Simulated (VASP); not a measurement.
# A single sheet of SrHBrO in VASP

How does a single sheet of SrHBrO behave as a surface?

Program: VASP 6.6.1. Level of theory: PBE with D3(BJ); plane waves and PAW (Br, Sr_sv, H, O). Results are calculated unless marked as measured.

Most raw output is cut from this account.

### Step 1. Starting point

The cell holds 8 atoms: 2 Br, 2 Sr, 2 H and 2 O. Cell: a = 5.951 Å, b = 5.951 Å, c = 19.650 Å, α = 90.0°, β = 90.0°, γ = 42.8°. It derives from SrHBrO. 1 sheet cut from a layered arrangement of the crystal. Vacuum lies along c.

### Step 2. Surface relaxation

All atoms relax at the fixed cell.

INCAR reads:

```
SYSTEM = SrHBrO
PREC = Normal
ENCUT = 400
EDIFF = 1E-05
NELM = 120
ISMEAR = 0
SIGMA = 0.05
LREAL = .FALSE.
ALGO = Fast
GGA = PE
IVDW = 12
NBANDS = 32
LORBIT = 11
LWAVE = .FALSE.
LCHARG = .FALSE.
KPAR = 4
IBRION = 2
NSW = 40
ISIF = 2
EDIFFG = -0.03
POTIM = 0.4
MAXMIX = 40
IDIPOL = 3
LDIPOL = .TRUE.
DIPOL = 0.5 0.5 0.5
```

POSCAR reads:

```
SrHBrO
1.0
    5.9505773880      0.0000000000      0.0000000000
    4.3689443940      4.0400118980      0.0000000000
    0.0000000000      0.0000000000     19.6503130456
Br Sr H O
2 2 2 2
Direct
    0.4516768450      0.4516768450      0.6183266910
    0.3544821180      0.3544821180      0.3816733090
    0.1613556330      0.1613556330      0.5810871630
    0.6448033300      0.6448033300      0.4189128370
    0.8239684070      0.8239684070      0.5431055900
    0.9821905560      0.9821905560      0.4568944100
    0.7374740370      0.7374740370      0.5347771590
    0.0686849260      0.0686849260      0.4652228410
```

KPOINTS reads:

```
Automatic mesh
0
Gamma
6 6 1
0 0 0
```

PAW data sets: Br, Sr_sv, H and O (PBE family, release 64).

The run is started by

```
mpirun -np 4 vasp_std
```

Elapsed: 9.3 min, on 4 MPI ranks of Intel Xeon Platinum 8488C (Sapphire Rapids), shared host; peak memory 1.7 GiB.

Relaxation path (22 of 40):

```
step  energy less that of the first step (eV)  largest force (eV/Å)
   1                                   0.0000                0.3924
   3                                  -0.0066                0.3340
   5                                  -0.0255                0.1460
   7                                  -0.0258                0.1145
   8                                  -0.0258                0.1215
  10                                  -0.0301                0.1292
  12                                  -0.0309                0.2276
  14                                  -0.0320                0.0467
  16                                  -0.0321                0.0414
  18                                  -0.0324                0.0340
  20                                  -0.0328                0.1123
  21                                  -0.0328                0.1009
  23                                  -0.0330                0.0428
  25                                  -0.0330                0.0453
  27                                  -0.0331                0.0424
  29                                  -0.0332                0.0407
  31                                  -0.0337                0.1019
  33                                  -0.0337                0.1461
  34                                  -0.0337                0.1275
  36                                  -0.0338                0.1164
  38                                  -0.0342                0.0675
  40                                  -0.0343                0.0525
```

The atoms that moved most (Å):

```
atom      dx      dy      dz  length
 Sr4   0.071   0.028   0.030   0.082
 Sr3  -0.071  -0.028  -0.030   0.082
  O7  -0.037  -0.015   0.028   0.049
  O8   0.037   0.015  -0.028   0.049
  H5  -0.030  -0.012  -0.004   0.032
  H6   0.030   0.012   0.004   0.032
 Br1   0.015   0.006   0.000   0.016
 Br2  -0.015  -0.006   0.000   0.016
```

Final coordinates:

```xyz
8
Lattice="5.9506 0.0000 0.0000 4.3689 4.0400 0.0000 0.0000 0.0000 19.6503" Properties=species:S:1:pos:R:3
Br    4.6756    1.8305   12.1503
Br    3.6436    1.4264    7.5000
Sr    1.5940    0.6241   11.3887
Sr    6.7251    2.6328    8.2616
H     8.4735    3.3173   10.6680
H    10.1652    3.9796    8.9823
O     7.5730    2.9648   10.5367
O     0.7462    0.2921    9.1136
```

The run used up its steps with a largest force of 0.05 eV/Å at its last finished step, so it is continued.

### Step 3. Going on with the relaxation

The relaxation goes on from where it stopped.

INCAR: that of step 2 with these lines changed.

```diff
@@ -16,3 +16,3 @@
 KPAR = 4
-IBRION = 2
+IBRION = 1
 NSW = 40
@@ -20,3 +20,3 @@
 EDIFFG = -0.03
-POTIM = 0.4
+POTIM = 0.3
 MAXMIX = 40
```

POSCAR reads:

```
SrHBrO
1.0
    5.9505773880      0.0000000000      0.0000000000
    4.3689443940      4.0400118980      0.0000000000
    0.0000000000      0.0000000000     19.6503130456
Br Sr H O
2 2 2 2
Direct
    0.4530826439      0.4530826439      0.6183284855
    0.3530763191      0.3530763191      0.3816715145
    0.1544684337      0.1544684337      0.5795678698
    0.6516905293      0.6516905293      0.4204321302
    0.8211092141      0.8211092141      0.5428932408
    0.9850497489      0.9850497489      0.4571067592
    0.7338535701      0.7338535701      0.5362112426
    0.0723053929      0.0723053929      0.4637887574
```

KPOINTS is that of step 2.

The run is started by

```
mpirun -np 4 vasp_std
```

It took 75 s on 4 MPI ranks; peak memory 1.6 GiB.

The gap is read on the k-mesh alone, so it is an upper bound where the band edges lie off the mesh. The run keeps the 4 symmetry operations of its start, so it cannot find a distortion of lower symmetry.

Relaxation path:

```
step  energy less that of the first step (eV)  largest force (eV/Å)
   1                                   0.0000                0.0517
   2                                  -0.0002                0.0732
   3                                  -0.0003                0.0378
   4                                  -0.0005                0.0320
   5                                  -0.0011                0.0273
```

Final coordinates:

```xyz
8
Lattice="5.9506 0.0000 0.0000 4.3689 4.0400 0.0000 0.0000 0.0000 19.6503" Properties=species:S:1:pos:R:3
Br    4.6693    1.8280   12.1516
Br    3.6499    1.4289    7.4987
Sr    1.5953    0.6245   11.3855
Sr    6.7239    2.6324    8.2648
H     8.4713    3.3165   10.6727
H    10.1674    3.9805    8.9776
O     7.5705    2.9638   10.5402
O     0.7486    0.2931    9.1101
```

Numbers from this step:

```yaml
electronic_cycles: 39
electrons: 48
free_energy_toten: -39.66 eV
fermi_energy: -3.88 eV
labelled_metallic_from_the_levels_on_this_mesh: no
dipole_moment: 0, 0, -2.00e-6 e·Å
gap_on_the_k_mesh: 4.102 eV
least_direct_gap_on_the_k_mesh: 4.102 eV
```

The run ended after 5 ionic steps, 0.001 eV below its first step, once the forces on the free atoms met EDIFFG = -0.03.

Only the dipole across the slab is computed (IDIPOL = 3); zeros along the plane are no results.

### Step 4. Potential and states of the slab

A static run writes the electrostatic potential without exchange and correlation (LVHAR), which is flat in the vacuum and gives the level to count from. The dipole correction cancels the field that unlike faces would set up across the vacuum.

INCAR reads:

```
SYSTEM = SrHBrO
PREC = Normal
ENCUT = 400
EDIFF = 1E-06
NELM = 120
ISMEAR = 0
SIGMA = 0.05
LREAL = .FALSE.
ALGO = Fast
GGA = PE
IVDW = 12
NBANDS = 44
LORBIT = 11
LWAVE = .TRUE.
LCHARG = .TRUE.
IDIPOL = 3
LDIPOL = .TRUE.
DIPOL = 0.5 0.5 0.5
LVHAR = .TRUE.
LVACPOTAV = .TRUE.
LELF = .TRUE.
NEDOS = 1500
```

POSCAR reads:

```
SrHBrO
1.0
    5.9505773880      0.0000000000      0.0000000000
    4.3689443940      4.0400118980      0.0000000000
    0.0000000000      0.0000000000     19.6503130456
Br Sr H O
2 2 2 2
Direct
    0.4524714482      0.4524714482      0.6183925673
    0.3536875148      0.3536875148      0.3816074327
    0.1545868284      0.1545868284      0.5794045954
    0.6515721346      0.6515721346      0.4205954046
    0.8209011017      0.8209011017      0.5431331239
    0.9852578613      0.9852578613      0.4568668761
    0.7336129908      0.7336129908      0.5363881284
    0.0725459722      0.0725459722      0.4636118716
```

KPOINTS is that of step 3.

KPOINTS_OPT reads:

```
Line mode
14
Line-mode
Reciprocal
  0.00000000   0.00000000   0.00000000 GAMMA
  0.28831653  -0.28831653   0.00000000 X

  0.28831653  -0.28831653   0.00000000 X
  0.71168347   0.28831653   0.00000000 A1

  0.71168347   0.28831653   0.00000000 A1
  0.50000000   0.50000000   0.00000000 Y

  0.50000000   0.50000000   0.00000000 Y
  0.00000000   0.00000000   0.00000000 GAMMA
```

The run is started by

```
mpirun -np 4 vasp_std
```

Wall time 2.2 min (4 MPI ranks); peak memory 1.1 GiB.

Numbers from this step:

| Item | Value |
| --- | --- |
| electronic cycles | 25 |
| Fermi energy | -3.917 eV |
| least gap on mesh and path | 4.101 eV |
| least direct gap on mesh and path | 4.101 eV |
| dipole moment | 0, 0, -3.00e-6 e·Å |
| vacuum levels | 2.066, 2.066 eV |
| ionisation potentials of the upper and lower face | 6.195, 6.195 eV |
| electron affinities of the upper and lower face | 2.094, 2.094 eV |

The electronic bands at the labelled points (eV, zero at the valence-band top; v1 is the highest filled band, c1 the lowest empty one):

```
          point     v4     v3     v2     v1    c1    c2    c3    c4
              Γ  -0.62  -0.31  -0.19   0.00  4.10  4.84  5.96  6.28
0.54 of the way  -0.72  -0.56  -0.28  -0.28  5.18  5.56  6.31  6.31
              X  -0.65  -0.58  -0.26  -0.22  5.85  5.95  6.14  6.28
0.46 of the way  -0.67  -0.61  -0.25  -0.24  5.82  5.98  6.03  6.13
             A1  -0.65  -0.58  -0.26  -0.22  5.85  5.95  6.14  6.28
0.46 of the way  -0.53  -0.51  -0.31  -0.24  5.57  5.58  6.07  6.49
              Y  -0.30  -0.24  -0.23  -0.20  5.40  5.42  5.53  6.09
0.46 of the way  -0.41  -0.27  -0.21  -0.10  4.75  5.19  5.72  6.13
              Γ  -0.62  -0.31  -0.19   0.00  4.10  4.84  5.96  6.28
```

Of the projections kept (Br, Sr, H, O), the largest for each band there; the rest of the weight can lie on other orbitals:

```
point       v4       v3       v2       v1       c1       c2       c3       c4
    Γ  Br 0.87  Br 0.86  Br 0.90  Br 0.71  Sr 0.41  Sr 0.38  Br 0.44  Sr 0.81
    X  Br 0.60  Br 0.52  Br 0.74  Br 0.98  Sr 0.78  Sr 0.81  Sr 0.84  Sr 0.54
   A1  Br 0.60  Br 0.52  Br 0.74  Br 0.98  Sr 0.78  Sr 0.81  Sr 0.84  Sr 0.54
    Y  Br 0.95  Br 0.61  Br 0.98  Br 0.97  Sr 0.54  Sr 0.72  Sr 0.65  Sr 0.61
    Γ  Br 0.87  Br 0.86  Br 0.90  Br 0.71  Sr 0.41  Sr 0.38  Br 0.44  Sr 0.81
```

The density of states has structure finer than the step of the table below, so its rows give means over 1 eV, whole bins alone (the curve runs from -12.0 to 12.1 eV). Peaks (eV: height): total -1.1: 20.7, -0.6: 18.9, -0.2: 34.5, 6.3: 16.0; Br p -1.1: 2.91, -0.7: 7.16, -0.2: 17.2; Sr d 6.3: 4.04, 7.0: 3.47, 7.7: 4.25, 8.7: 4.23; H s -4.6: 1.88, -4.4: 2.24; O p -4.6: 5.13, -4.4: 6.39, -1.1: 9.04, -0.6: 4.09.

Table of density of states by energy, zero at the valence-band top; means over each step; values in states/eV/cell:

```
energy (eV)   total     Br p     Sr d      H s      O p
         -6       0        0        0        0        0
         -5    2.10   0.0106   0.0234    0.377     1.03
         -4    1.88  0.00952   0.0242    0.340    0.968
         -3       0        0        0        0        0
         -2    1.52    0.253   0.0233  0.00132    0.555
         -1    12.6     3.34    0.264   0.0152     3.87
          0    5.94     2.96   0.0385  0.00239    0.592
          1       0        0        0        0        0
          2       0        0        0        0        0
          3       0        0        0        0        0
          4   0.182  0.00232  0.00115   4.0e-4  0.00213
          5    1.96   0.0597   0.0868  0.00270   0.0335
          6    6.69    0.143     1.24   0.0323    0.212
          7    9.34    0.197     2.37   0.0334    0.188
          8    9.46    0.207     2.29   0.0315    0.120
          9    9.53    0.337     2.32   0.0275    0.287
         10    2.66   0.0946    0.483   0.0193    0.130
         11  0.0980  0.00163   0.0174   1.0e-4   0.0107
```

The planar average of the electrostatic potential oscillates, so the rows of the table below give means over windows of 0.5 Å about each position, cut where the curve ends. Its maxima inside the range that stand out by 2 % of the span (Å: eV): 8.49: 0.0165, 9.82: 4.51, 11.16: 0.0164. Its minima: 7.78: -3.39, 8.90: -0.656, 10.75: -0.656, 11.87: -3.39.

Zero at the Fermi level. Planar average of the electrostatic potential against height; means over each step:

```
height (Å)  planar average of the electrostatic potential (eV)
       0.0                                                5.98
       0.5                                                5.98
       1.0                                                5.98
       1.5                                                5.98
       2.0                                                5.98
       2.5                                                5.98
       3.0                                                5.98
       3.5                                                5.98
       4.0                                                5.98
       4.5                                                5.98
       5.0                                                5.96
       5.5                                                5.90
       6.0                                                5.63
       6.5                                                4.48
       7.0                                               0.487
       7.5                                               -2.78
       8.0                                               -2.49
       8.5                                              -0.300
       9.0                                              -0.218
       9.5                                                2.80
      10.0                                                3.71
      10.5                                               0.376
      11.0                                              -0.293
      11.5                                               -1.68
      12.0                                               -3.12
      12.5                                              -0.805
      13.0                                                3.59
      13.5                                                5.43
      14.0                                                5.85
      14.5                                                5.95
      15.0                                                5.98
      15.5                                                5.98
      16.0                                                5.98
      16.5                                                5.98
      17.0                                                5.98
      17.5                                                5.98
      18.0                                                5.98
      18.5                                                5.98
      19.0                                                5.98
      19.5                                                5.98
```

Density of states in the PAW spheres, an atom over height of the layer and energy from the Fermi level.

Ten even steps from '0' (0.00 states/eV) to '9' (3.16 states/eV), each cell a mean:
```
00000000
00000000
80011008
90033009
40055004
20077002
00022000
00000000
00000000
00000000
00000000
00000000
00000000
00266200
00011000
00000000
00000000
00000000
00000000
00000000
00000000
00000000
```
Columns: height of the layer (Å) from 7.5 to 12.2 (not evenly spaced); rows upwards: energy from the Fermi level (eV) from -7.9 to 0.5.

ELF in the ca plane at fractional y = 0.073, with atoms of O within 0.2 Å of it. It is the smooth field of the valence electrons, not physical close to the nuclei.

Values, 9 rows by 16 columns, each cell a mean:
```
0.00 0.00 0.00 0.00 0.00 0.07 0.09 0.53 0.71 0.15 0.07 0.10 0.14 0.00 0.00 0.00
0.00 0.00 0.00 0.00 0.00 0.16 0.27 0.24 0.37 0.08 0.34 0.44 0.26 0.00 0.00 0.00
0.00 0.00 0.00 0.00 0.09 0.43 0.63 0.38 0.09 0.05 0.23 0.52 0.35 0.09 0.00 0.00
0.00 0.00 0.00 0.00 0.15 0.65 0.82 0.64 0.11 0.23 0.08 0.32 0.31 0.02 0.00 0.00
0.00 0.00 0.00 0.00 0.08 0.64 0.77 0.51 0.19 0.26 0.04 0.07 0.14 0.00 0.00 0.00
0.00 0.00 0.00 0.00 0.01 0.40 0.39 0.20 0.15 0.16 0.53 0.24 0.07 0.00 0.00 0.00
0.00 0.00 0.00 0.00 0.00 0.13 0.12 0.25 0.38 0.43 0.78 0.60 0.05 0.00 0.00 0.00
0.00 0.00 0.00 0.00 0.00 0.00 0.24 0.72 0.75 0.44 0.79 0.51 0.03 0.00 0.00 0.00
0.00 0.00 0.00 0.00 0.00 0.00 0.22 0.69 0.67 0.31 0.46 0.14 0.05 0.02 0.00 0.00
```
Columns run along c (16.0 Å, from fractional 0.05 to 0.87 of the cell), rows up along a (6.0 Å). Atoms in or near the plane, at fractional coordinates: O at (0.46, 0.07).

Electrostatic potential energy in the ca plane at fractional y = 0.073, with atoms of O within 0.2 Å of it. With pseudopotentials it is smooth inside the atoms' cores, unlike the true potential.

Ten even steps from '0' (-17 eV) to '9' (2 eV), each cell a mean:
```
99999999999999961168988778899999999999999999
99999999999999973479999899999999999999999999
99999999999999987789999999999999999999999999
99999999999999998899999999999999999999999999
99999999999999999999999999999999999999999999
99999999999888899999999999999999999999999999
99999999999877899999999999999999999999999999
99999999999877889999998888999999999999999999
99999999999888889999887777889999999999999999
99999999999888888998764345678999999999999999
99999999999988888988630002578899999999999999
99999999999988889987410000367899999999999999
99999999999999987677400000367899999999999999
99999999999999960027510001468899999999999999
99999999999999930006741113678999999999999999
99999999999999940017875556789999999999999999
```
Columns run along c (16.0 Å, from fractional 0.15 to 0.97 of the cell; values clipped at the 3rd and 97th percentile), rows up along a (6.0 Å). Atoms in or near the plane, at fractional coordinates: O at (0.46, 0.07).

Valence density in the ca plane at fractional y = 0.073, with atoms of O within 0.2 Å of it. It is the smooth field of the valence electrons, not physical close to the nuclei.

Values in e/Å³, 9 rows by 16 columns, each cell a mean:
```
0.0 0.0 0.0 0.0 0.0 0.3 0.9 0.1 0.0 0.0 0.0 0.0 0.0 0.0 0.0 0.0
0.0 0.0 0.0 0.0 0.0 0.1 0.1 0.0 0.0 0.1 0.0 0.0 0.0 0.0 0.0 0.0
0.0 0.0 0.0 0.0 0.1 0.1 0.0 0.0 0.1 0.1 0.0 0.0 0.0 0.0 0.0 0.0
0.0 0.0 0.0 0.1 0.3 0.2 0.0 0.0 0.1 0.0 0.0 0.0 0.0 0.0 0.0 0.0
0.0 0.0 0.0 0.1 0.3 0.2 0.0 0.1 0.1 0.0 0.0 0.0 0.0 0.0 0.0 0.0
0.0 0.0 0.0 0.0 0.1 0.1 0.0 0.1 0.6 0.2 0.0 0.0 0.0 0.0 0.0 0.0
0.0 0.0 0.0 0.0 0.0 0.1 0.2 0.5 2.4 0.7 0.0 0.0 0.0 0.0 0.0 0.0
0.0 0.0 0.0 0.0 0.0 0.8 2.6 0.5 2.2 0.6 0.0 0.0 0.0 0.0 0.0 0.0
0.0 0.0 0.0 0.0 0.0 1.3 4.3 0.3 0.4 0.1 0.0 0.0 0.0 0.0 0.0 0.0
```
Columns run along c (16.0 Å, from fractional 0.15 to 0.97 of the cell), rows up along a (6.0 Å). Atoms in or near the plane, at fractional coordinates: O at (0.46, 0.07).

The density of states holds every band computed, so its fall toward the upper end of the range is no gap.

The map of layer states is cut here 0.5 eV above the Fermi level, so it leaves out the states above that.

The vacuum level lies 6.20 eV above the highest filled level at the upper face; both faces agree, as the slab has next to no dipole.

The program found no field-free point at its default tolerance, but its printed level agrees with the flat part of the planar average.

(Part 1 of 2 ends here.)

[Lines on the potential files, build, host, timing and source positions are cut from VASP's logs without a mark.]

[Logs are printed without paths, hosts, clocks, repeated set-up lines and the standing remarks that a program may print on its own settings, such as how far it seeks lower states.]

[Hosts, paths, dates, database ids (printed as entryN), source tags and the programs' standing remarks are cut or masked in the printed files.]

[In band tables of VASP the shares of atoms and orbitals are scaled to a sum of 1 inside the atoms' spheres.]

[Runs that stopped without an error message from VASP are left out.]
